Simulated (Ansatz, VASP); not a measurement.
**Cross-check of Te2Mo between VASP and Ansatz**

Wanted: the spread between two codes on one cell, functional and k mesh. The structure shown is the end of the Ansatz relaxation below.

Calculated with Ansatz 0.2.0; plane waves, with VASP 6.6.1 beside it; single point at PBE.

### Step 1. Set-up

The cell holds 3 atoms: 2 Te and 1 Mo. Its edges and angles: a = 3.555 Å, b = 6.158 Å, c = 31.010 Å, α = 90.0°, β = 90.0°, γ = 30.0°. It derives from Te2Mo. As first built, before any earlier steps moved the atoms (in the runner's words): one layer cut from layered Te2Mo (space group P6_3/mmc). Vacuum lies along c. The height across the vacuum is the one that the program set for its solve, not the one typed.

### Step 2. Ansatz: relaxation, PBE

Ansatz runs on its default PAW (the set named soft_2) files.

This run makes the geometry at which the two programs are then compared.

input.yaml reads:

```yaml
crystal:
  lattice:
    - [3.5182, 0.0, 0.0]
    - [5.2773, 3.04685058, 0.0]
    - [0.0, 0.0, 19.6051888]
  atoms:
    - { symbol: Te, position: [0.0, 0.0, 0.59194476] }
    - { symbol: Te, position: [0.0, 0.0, 0.40805524] }
    - { symbol: Mo, position: [0.0, 0.66666667, 0.5] }
  periodic: [true, true, false]
kpoints:
  mp_grid: { grid: [15, 15, 1] }
scf:
  occupations: { method: fermi_dirac, width: 0.05 }
hamiltonian:
  xc: pbe
  pseudopotentials: { kind: paw }
output:
  forces: true
  stress: true
relax:
  f_tol: 0.02
  max_steps: 50
  cell: {}
```

Started as:

```sh
$ ansatz run input.yaml --threads 4 --pin off --max-ram 8192MiB --backend cpu --events-out ev --progress --plain --runs-dir out
```

Numbers of over 12 decimals in the logs are rounded to 6 here.

What it wrote:

```text
Warning: crystal.periodic: the lattice vector that does not repeat stood 0.000° off the slab's normal, 19.605 Å along it as the deck builds it. The run solves the slab on a vector along the normal, 31.010 Å long, with every atom where it was (on the deck's vector they left 16.00 Å outside them, and the widest stretch free of ions among them is 1.80 Å). A fractional position that the run reports is one of the run's ce [...]
crystal.periodic: the lattice vector that does not repeat stood 0.000° off the slab's normal, 19.605 Å along it as the deck builds it. The run solves the slab on a vector along the normal, 31.010 Å long, with every atom where it was (on the deck's vector they left 16.00 Å outside them, and the widest stretch free of ions among them is 1.80 Å). A fractional position that the run reports is one of the run's cell, which [...]
Engine: ansatz 0.2.0, aarch64-unknown-linux-gnu
Pseudopotentials: kind: paw
Pseudopotential: Te, paw, valence charge 16, recommended cutoff 420 eV (normal), Te.paw.azcp
Pseudopotential: Mo, paw, valence charge 14, recommended cutoff 420 eV (normal), Mo.paw.azcp
Functional definition: PBE
  parameter kappa = 0.804
  parameter beta = 0.066725
  exchange = pbe_x(kappa = kappa, mu = beta*pi^2/3)
  correlation = pbe_c(beta = beta)
Crystal: 3 atoms, lattice volume = 332.414 Å³
Basis set: ecut = 420 eV, 6433 PW (Γ), exchange–correlation on 48×90×432 points (8 copies of the dense FFT grid, shifted against one another)
Bands: 28, of which v1, the nominal top of the filled ones, is band 23 counted from 1 (22 counted from 0)
Symmetry: 12 space group operations
Space group: P-6m2 (ITA 187), of the structure as read, at distance tolerance 6.9e-5 Å
k-points: 27 of 225 (time reversal used)
Non-local potential: Te, projectors of the file, l = 0: 2, l = 1: 2, l = 2: 2, l = 3: 2
Non-local potential: Mo, projectors of the file, l = 0: 3, l = 1: 2, l = 2: 2, l = 3: 1
PAW form: soft (Blöchl's): semilocal exchange-correlation on the pseudo side does not see the compensation charge
PAW one-centre angular grid: Te, 590 points (default); XC on 64 Gauss nodes
PAW one-centre angular grid: Mo, 590 points (default); XC on 64 Gauss nodes
Initial density: superposition of atomic densities (neutral atoms: chi_scale 0, normalization atom), corrected by the library's trained network
Initial wavefunctions: pseudopotential atomic-orbital guess
Functional: x = pbe(κ = 0.804, μ = 0.219515), c = pbe(β = 0.066725)
SCF iter   1: F=—  HF=-18916.708157 eV  |F-HF|=—  |Δ(HF+E_count)|=         —  Δρ=2.31e-3  dr2=6.76e-3  ethr=1.77e-3  ⟨swp⟩=16.1  Hψ=5725  notcnv=0
preconditioner: auto → Resta (q_TF=auto, 1.962 Å⁻¹)  ε∞=2.4  [insulator: Δε(μ)=1.161 eV  Ē_g=7.281 eV  σ=0.050 eV  W_gap=1.00  n_scr=18 (ndim 8)  ℏωp=8.6 eV  f_vac=0.751  D(μ)=0.00/eV (n_scr^D=0)  ε∞_Penn≈2.4  vacuum switching on, ρ_ref=3.8e-3 e/Å³]
[...]
SCF iter   2: F=—  HF=-18916.732783 eV  |F-HF|=—  |Δ(HF+E_count)|=   2.44e-3  Δρ=1.99e-3  dr2=4.38e-2  ethr=4.03e-5  ⟨swp⟩=3.2  Hψ=1327  notcnv=0
SCF iter   3: F=—  HF=-18916.728264 eV  |F-HF|=—  |Δ(HF+E_count)|=   4.52e-3  Δρ=5.72e-4  dr2=1.45e-3  ethr=4.03e-5  ⟨swp⟩=2.7  Hψ=1128  notcnv=0
SCF iter   4: F=—  HF=-18916.727992 eV  |F-HF|=—  |Δ(HF+E_count)|=   2.72e-4  Δρ=1.40e-4  dr2=1.86e-4  ethr=3.14e-6  ⟨swp⟩=3.2  Hψ=1474  notcnv=0
SCF iter   5: F=—  HF=-18916.727975 eV  |F-HF|=—  |Δ(HF+E_count)|=   1.66e-5  Δρ=1.79e-5  dr2=1.07e-6  ethr=4.03e-7  ⟨swp⟩=3.1  Hψ=1307  notcnv=0
SCF iter   6: F=—  HF=-18916.728058 eV  |F-HF|=—  |Δ(HF+E_count)|=   8.29e-5  Δρ=8.16e-6  dr2=5.80e-7  ethr=2.33e-9  ⟨swp⟩=3.9  Hψ=1695  notcnv=0
SCF iter   7: F=—  HF=-18916.728058 eV  |F-HF|=—  |Δ(HF+E_count)|=   1.39e-8  Δρ=2.08e-6  dr2=1.61e-8  ethr=1.26e-9  ⟨swp⟩=3.4  Hψ=1537  notcnv=0
SCF iter   8: F=—  HF=-18916.728058 eV  |F-HF|=—  |Δ(HF+E_count)|=   1.43e-9  Δρ=3.08e-7  dr2=6.25e-10  ethr=3.50e-11  ⟨swp⟩=3.3  Hψ=1639  notcnv=0
SCF iter   9: F=—  HF=-18916.728058 eV  |F-HF|=—  |Δ(HF+E_count)|=   2.05e-9  Δρ=1.49e-7  dr2=1.86e-10  ethr=1.36e-12  ⟨swp⟩=3.7  Hψ=1697  notcnv=0
SCF iter  10: F=-18916.728058 eV  HF=-18916.728058 eV  |F-HF|=1.42e-10  |Δ(HF+E_count)|=  1.56e-10  Δρ=2.15e-8  dr2=2.48e-12  ethr=1.00e-12  ⟨swp⟩=9.7  Hψ=5103  notcnv=0
SCF 3 converged in 10 iterations: F = -18916.728058 eV  dr2 = 2.48e-12
relax step   3: F+E_penalty+E_count = -18916.72805824 eV  Δ(F+E_penalty+E_count) = -1.120e-2 eV  max|allowed force component| = 8.048e-3 eV/Å  Δτ_max = 0.0103 Å  P = +0.447 N/m  Ω = 336.583 Å³  energy of the carried Pulay correction = -1.807e-4 eV  fix = [c, alpha, beta]  reactions: c +0.000 N/m  (10 SCF iters, accepted)
[...]
relax step   4: F+E_penalty+E_count = -18916.72898206 eV  Δ(F+E_penalty+E_count) = -9.238e-4 eV  max|allowed force component| = 3.054e-2 eV/Å  Δτ_max = 0.0086 Å  P = -0.047 N/m  Ω = 340.112 Å³  energy of the carried Pulay correction = -3.320e-4 eV  fix = [c, alpha, beta]  reactions: c -0.000 N/m  (6 SCF iters, dr2 threshold 2.70e-7 eV, accepted)
[...]
relax step   5: F+E_penalty+E_count = -18916.72915637 eV  Δ(F+E_penalty+E_count) = -1.743e-4 eV  max|allowed force component| = 2.738e-3 eV/Å  Δτ_max = 0.0038 Å  P = -0.008 N/m  Ω = 339.422 Å³  energy of the carried Pulay correction = -3.025e-4 eV  fix = [c, alpha, beta]  reactions: c -0.000 N/m  (5 SCF iters, dr2 threshold 5.83e-8 eV, accepted)
[...]
relax step   6: F+E_penalty+E_count = -18916.72944984 eV  Δ(F+E_penalty+E_count) = -2.935e-4 eV  max|allowed force component| = 2.744e-3 eV/Å  Δτ_max = 0.0000 Å  P = -0.009 N/m  Ω = 339.422 Å³  fix = [c, alpha, beta]  reactions: c -0.000 N/m  stress off target by 9.36e-3 N/m on what of the cell is left free  SCF on the basis re-selected at this cell (its energy is not comparable with the rows above)  (7 SCF iters)
basis re-selected at this cell: Δ(F+E_penalty+E_count) = -2.935e-4 eV, ΔP = -0.001 N/m vs the last step (what re-selecting the basis moved, of the pressure what is left beyond the Pulay correction that the steps carried, after the strain that the cell walked since its last selection, with what the two solves' SCF thresholds leave and, on support functions, any second-order correction that the steps lacked; it is no m [...]
SCF converged after 7 iterations
Free energy (F): -18916.729450 eV
Harris-Foulkes:  -18916.729450 eV  (|F-HF|=2.58e-9)
Internal energy: -18916.729449 eV  (E = F + TS)
E sigma→0 (E₀):  -18916.729449 eV
Entropy (-TS):   -0.000001 eV (-0.000 meV/atom)
Fermi energy:    -4.325599 eV
--- Per-component energies (eV) ---
  E_band       = -1360.350955
  E_kinetic    = 802.718187
  E_local      = -106798.827365  (includes V_loc(G=0)·N_el)
  E_nonlocal   = -476.426930
  E_hartree    = 53227.257500
  E_xc         = -431.949283
  E_vxc        = -437.150376  (∫ρ·V_xc dr)
  E_paw        = -12526.918778  (= ΣΔE_a)
  E_vpaw       = -905.178716  (= ΣTr[D̂ρ^β])
  E_aug_tail   = -0.000323  (compensation charges beyond the density's cutoff)
  E_ewald      = 47287.417543
  E_smearing   = -0.000001  (= −TS)
  E_closure    = -0.000000  (closes the sum)
  Σ components = -18916.729450   (vs F -18916.729450, Δ=0.00e0)
--- Forces (eV/Å), atoms counted from 1 ---
  atom   1  Te    -0.00000000     0.00000000    -0.00274397
  atom   2  Te    -0.00000000     0.00000000     0.00274397
  atom   3  Mo     0.00000000    -0.00000000     0.00000000
  max |Σ_I F_I| component: 6.94e-18 eV/Å
--- 2D stress c σ (N/m, compression-positive) ---
       -0.009358       0.000000       0.000000
       -0.000000      -0.009358       0.000000
        0.000000       0.000000       0.000000
  P = ½ c Tr σ = -0.0094 N/m
--- Relaxed structure (5 steps of the walk, 4 accepted, 1 SCFs on fresh bases) ---
  F+E_penalty+E_count = -18916.72944984 eV   max|allowed force component| = 2.744e-3 eV/Å   (the final SCF, on the basis selected at the relaxed cell)
  cell:  # Å, volume = 339.4217 Å³
    - [3.555093, -9.947280208534625e-17, 0.0]
    - [5.332640, 3.078801, 0.0]
    - [0.0, 0.0, 31.010378]
  atoms:
    - { symbol: Te, position: [0.0, -1.8503717214949375e-17, 0.374413] }
    - { symbol: Te, position: [0.0, -1.8503717214949375e-17, 0.257800] }
    - { symbol: Mo, position: [2.220446049250313e-16, 0.666667, 0.316107] }
```

### Step 3. VASP: single point, PBE

The same cell, functional, mesh and smearing now go to VASP, with its own data sets.

Lines of VASP's logs that name or quote its potential files are left out, and so is its time.

INCAR reads:

```
SYSTEM = Te2Mo
PREC = Accurate
ENCUT = 400
EDIFF = 1E-06
NELM = 120
ISMEAR = -1
SIGMA = 0.05
LREAL = .FALSE.
ALGO = Normal
GGA = PE
NBANDS = 19
LASPH = .TRUE.
LORBIT = 11
LWAVE = .FALSE.
LCHARG = .FALSE.
ISIF = 2
LDIPOL = .TRUE.
IDIPOL = 3
DIPOL = 0.5 0.5 0.316
LVHAR = .TRUE.
GGA_COMPAT = .FALSE.
EFERMI = MIDGAP
NELMDL = -8
```

POSCAR reads:

```
Te2Mo
1.0
    3.5550930992      0.0000000000      0.0000000000
    5.3326396489      3.0788009368      0.0000000000
    0.0000000000      0.0000000000     31.0103775159
Te Mo
2 1
Direct
    1.0000000000      0.0000000000      0.3744134040
    1.0000000000      0.0000000000      0.2578004022
    1.0000000000      0.6666666667      0.3161069031
```

KPOINTS reads:

```
Automatic mesh
0
Gamma
15 15 1
0 0 0
```

Potentials, in the order of the species: Te and Mo_sv (PBE family, release 64).

Started as:

```sh
$ mpirun -np 1 vasp_std
```

What it wrote:

```text
[banner, memory and clock lines left out]
running    1 mpi-ranks, on    1 nodes
 distrk:  each k-point on    1 cores,    1 groups
 distr:  one band on    1 cores,    1 groups

 POSCAR found type information on POSCAR TeMo
 POSCAR found :  2 types and       3 ions
 LDA part: xc-table for (Slater+PW92), standard interpolation
 POSCAR, INCAR and KPOINTS ok, starting setup
 FFT: planning ... GRIDC
 FFT: planning ... GRID_SOFT
 FFT: planning ... GRID
 WAVECAR not read
 entering main loop
       N       E                     dE             d eps       ncg     rms          rms(c)
DAV:   1     0.115224742618E+03    0.11522E+03   -0.10892E+04  1458   0.798E+02
DAV:   2    -0.819067875523E+01   -0.12342E+03   -0.12087E+03  1421   0.173E+02
DAV:   3    -0.184811853229E+02   -0.10291E+02   -0.10200E+02  1450   0.437E+01
DAV:   4    -0.187031732812E+02   -0.22199E+00   -0.22125E+00  1509   0.667E+00
DAV:   5    -0.187053342973E+02   -0.21610E-02   -0.21608E-02  1334   0.747E-01
DAV:   6    -0.187054028383E+02   -0.68541E-04   -0.68541E-04  1536   0.108E-01
DAV:   7    -0.187054034664E+02   -0.62808E-06   -0.62770E-06  1357   0.104E-02
DAV:   8    -0.187054034817E+02   -0.15349E-07   -0.14981E-07  1160   0.143E-03    0.145E+01
DAV:   9    -0.183316923856E+02    0.37371E+00   -0.50884E+00  1049   0.126E+01    0.617E+00
DAV:  10    -0.183249670705E+02    0.67253E-02   -0.53819E+00  1065   0.110E+01    0.467E+00
DAV:  11    -0.180262535470E+02    0.29871E+00   -0.14005E+00  1065   0.609E+00    0.136E+00
DAV:  12    -0.180293572139E+02   -0.31037E-02   -0.11755E-01  1249   0.185E+00    0.842E-01
DAV:  13    -0.180225969974E+02    0.67602E-02   -0.30227E-02  1164   0.999E-01    0.234E-01
DAV:  14    -0.180223080104E+02    0.28899E-03   -0.11580E-03  1365   0.201E-01    0.904E-02
[...]
DAV:  18    -0.180224673618E+02   -0.16690E-03   -0.49749E-05  1258   0.280E-02    0.713E-03
DAV:  19    -0.180225779806E+02   -0.11062E-03   -0.10057E-05  1293   0.128E-02    0.453E-03
DAV:  20    -0.180226510936E+02   -0.73113E-04   -0.39001E-06  1156   0.639E-03    0.301E-03
DAV:  21    -0.180226778454E+02   -0.26752E-04   -0.47993E-07  1027   0.208E-03    0.805E-04
DAV:  22    -0.180226881935E+02   -0.10348E-04   -0.26457E-07   954   0.120E-03    0.638E-04
DAV:  23    -0.180226950809E+02   -0.68874E-05   -0.16703E-07   935   0.107E-03    0.301E-04
DAV:  24    -0.180226977188E+02   -0.26379E-05   -0.38737E-08   786   0.622E-04    0.217E-04
DAV:  25    -0.180226985650E+02   -0.84623E-06   -0.94595E-09   738   0.327E-04
   1 F= -.18022699E+02 E0= -.18022698E+02  d E =-.104465E-05
```

Parts of OUTCAR (step 3):

```text
ion  position               nearest neighbor table
   1  0.000  0.000  0.374-   3 2.74   3 2.74   3 2.74   2 3.62
   2  0.000  0.000  0.258-   3 2.74   3 2.74   3 2.74   1 3.62
   3  0.000  0.667  0.316-   1 2.74   2 2.74   1 2.74   2 2.74   1 2.74   2 2.74

  LATTYP: Found a hexagonal cell.
 ALAT       =     3.5550930992
 C/A-ratio  =     8.7228032151

 Subroutine GETGRP returns: Found 12 space group operations
 (whereof  6 operations were pure point group operations)

The static configuration has the point symmetry C_3v.
 The point group associated with its full space group is D_3h.

 Found     27 irreducible k-points:

   k-points           NKPTS =     27   k-points in BZ     NKDIM =     27   number of bands    NBANDS=     19

   dimension x,y,z NGX =    24 NGY =   40 NGZ =  210
   dimension x,y,z NGXF=    48 NGYF=   80 NGZF=  420

   ENCUT  =  400.0 eV  29.40 Ry    5.42 a.u.   5.80 10.04 50.57*2*pi/ulx,y,z

   NELECT =      26.0000    total number of electrons

 k-points in reciprocal lattice and weights: Automatic mesh
   0.00000000  0.00000000  0.00000000       0.004
   0.06666667  0.00000000  0.00000000       0.027
   0.13333333  0.00000000  0.00000000       0.027
   0.20000000  0.00000000  0.00000000       0.027
   0.26666667  0.00000000  0.00000000       0.027
   0.33333333  0.00000000  0.00000000       0.009
   0.40000000  0.00000000  0.00000000       0.027
   0.46666667 -0.00000000  0.00000000       0.027
   0.00000000  0.06666667  0.00000000       0.027
[...]
0.33333333  0.26666667  0.00000000       0.053
   0.00000000  0.33333333  0.00000000       0.027

 dipolmoment           0.000000      0.000000      0.000009 electrons x Angstroem

 average (electrostatic) potential at core
       1 -96.1641       2 -96.1642       3 -83.4885

 E-fermi :  -1.4958

 k-point     1 :       0.0000    0.0000    0.0000
  band No.  band energies     occupation
    ...
      9      -3.6805      2.00000
     10      -3.6805      2.00000
     11      -2.9119      2.00000
     12      -2.9119      2.00000
     13      -2.4852      2.00000
     14       1.0075      0.00000
     15       1.0075      0.00000
     16       1.2819      0.00000
     17       1.2819      0.00000
     18       2.1539      0.00000
    ...

 k-point     2 :       0.0667    0.0000    0.0000
  band No.  band energies     occupation
    ...
      9      -4.0590      2.00000
     10      -3.5390      2.00000
     11      -3.1884      2.00000
     12      -2.7488      2.00000
     13      -2.5108      2.00000
     14       0.3748      0.00000
     15       0.4230      0.00000
     16       0.8813      0.00000
     17       1.1524      0.00000
     18       2.4365      0.00000
    ...

 k-point     3 :       0.1333    0.0000    0.0000
  band No.  band energies     occupation
    ...
      9      -4.6151      2.00000
     10      -4.0543      2.00000
     11      -3.3221      2.00000
     12      -2.7191      2.00000
     13      -2.6597      2.00000
     14      -0.4812      0.00000
     15      -0.1138      0.00000
     16       0.0391      0.00000
     17       1.3486      0.00000
     18       3.0133      0.00000
    ...

  Total       -0.1056670     -0.1056670     -0.0688992     -0.0000000      0.0000000     -0.0000000
  in kB       -0.4987817     -0.4987817     -0.3252260     -0.0000000      0.0000000     -0.0000000
  external PRESSURE =      -0.4409298 kB  Pullay stress =       0.0000000 kB

  energy-cutoff  :      400.00
  volume of cell :      339.42
      direct lattice vectors                 reciprocal lattice vectors
     3.555093099  0.000000000  0.000000000     0.281286586 -0.487202658  0.000000000
     5.332639649  3.078800937  0.000000000     0.000000000  0.324801772  0.000000000
     0.000000000  0.000000000 31.010377516     0.000000000  0.000000000  0.032247269

 POSITION                                       TOTAL-FORCE (eV/Angst)
 -----------------------------------------------------------------------------------
      0.00000      0.00000     11.61070         0.000000      0.000000      0.011264
      0.00000      0.00000      7.99449         0.000000      0.000000     -0.011264
      3.55509      2.05253      9.80259        -0.000000     -0.000000     -0.000000
 -----------------------------------------------------------------------------------
    total drift:                                0.000025      0.000008      0.000178

  FREE ENERGIE OF THE ION-ELECTRON SYSTEM (eV)
  ---------------------------------------------------
  free  energy   TOTEN  =       -18.0226985650 eV

  energy  without entropy=      -18.0226975203  energy(sigma->0) =      -18.02269804

 vacuum level on the upper side and lower side of the slab         2.842         2.842

 total charge
# of ion       s       p       d       tot
------------------------------------------
    1        1.383   1.975   0.058   3.416
    2        1.383   1.975   0.058   3.416
    3        2.250   6.142   3.956  12.348
--------------------------------------------------
tot          5.017  10.091   4.073  19.180

[... 3 further parts left out ...]
```

### Step 4. Comparison

Known differences besides the potentials themselves: Ansatz cuts the interaction across the vacuum, VASP repeats the sheet with a dipole correction; the data sets hold 46 valence electrons in Ansatz (on its default PAW (the set named soft_2) files) and 26 in VASP; the cutoff is 420 eV in Ansatz and 400 eV in VASP. Total energies have different zeros and are not compared.

The two programs side by side:

```
              quantity  Ansatz   VASP  difference
gap on the k mesh (eV)   1.078  1.077      +0.001
```

At this near-relaxed geometry the largest component of a force difference is 14 meV/Å. A gap on the mesh is an upper bound, since the band edges may lie between its points. With vacuum in the cell, a pressure given here is an average over mostly empty space and none of the material.

### Step 5. What came out

* difference in gap on the k mesh (single point, PBE): 8.9e-4 eV
* r.m.s. force difference (single point, PBE): 6.6 meV/Å

**Reading.** The r.m.s. force difference is 6.6 meV/Å (single point, PBE), within the 12 meV/Å picked in this series as the mark of a large difference. The data sets hold unlike numbers of valence electrons (46 in Ansatz and 26 in VASP), so part of the differences comes from the potentials. How closely two codes agree says nothing of how well the functional describes the real material.

[Lines on the potential files, build, host, timing and source positions are cut from VASP's logs without a mark.]

[Logs are printed without paths, hosts, clocks, repeated set-up lines and the standing remarks that a program may print on its own settings, such as how far it seeks lower states.]

[Hosts, paths, dates, database ids (printed as entryN), source tags and the programs' standing remarks are cut or masked in the printed files.]
